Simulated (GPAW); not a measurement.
Runs of GPAW 26.7.0 on Tl. The structure is hexagonal, space group P6_3/mmc (No. 194). Conventional cell: a = 3.456 Å, b = 3.456 Å, c = 5.525 Å, α = 90.00°, β = 90.00°, γ = 120.00°. Tl (site symmetry -6m2) is surrounded by 12 Tl at 3.41 to 3.46 Å. 

| task | level | potentials or basis | cell | k mesh | older calculator (legacy_gpaw) | maxiter | band path | band points | other keys | mesh quality | gap on the mesh (eV) | pressure (GPa) | largest force (eV/Å) |
| --- | --- | --- | --- | --- | --- | --- | --- | --- | --- | --- | --- | --- | --- |
| band structure | BP86+D3(BJ) | PAW data sets generated in the run's folder for this functional, pw | atoms moved at random, drawn with an rms of 0.05 Å | 6 × 6 × 3 | yes | 60 | GMKGALHA,LM,KH | 100 | several, not listed | coarse | - | -2.4 | 0.02 |
| single point | AM05+D4 | PAW data sets generated in the run's folder for this functional, pw | as given | 9 × 9 × 5 | yes | 100 | - | - | several, not listed | not flagged | none | (a) | - |
| electron localisation function | PBEsol | PAW data sets generated in the run's folder for this functional, pw | atoms moved at random, drawn with an rms of 0.02 Å | 8 × 8 × 5 | - | 150 | - | - | - | not flagged | none | -0.1 | 0.03 |
| atomic charges | revPBE | the program's PAW data sets (release 1.2.1) made for this functional, pw | volume scaled by 1.08 | 9 × 9 × 5 | yes | 150 | - | - | - | not flagged | none | 1.6 | - |

Alike in all rows: no spin polarisation; cutoff (eV) 600; smearing fermi-dirac 0.05 eV.

**Question.** Estimate the missing entries.

**Answer.** (a) -0.8.

Caveats: some runs use coarse meshes; pairwise dispersion overbinds metals, which lowers pressure and volume (some runs); spin-orbit coupling is left out, which moves the levels of the heavy elements (some runs).

A k mesh can miss the band edges, and the runs leave out spin-orbit coupling on Tl.

A gap of «none» marks a metal or a gap under the smearing width.
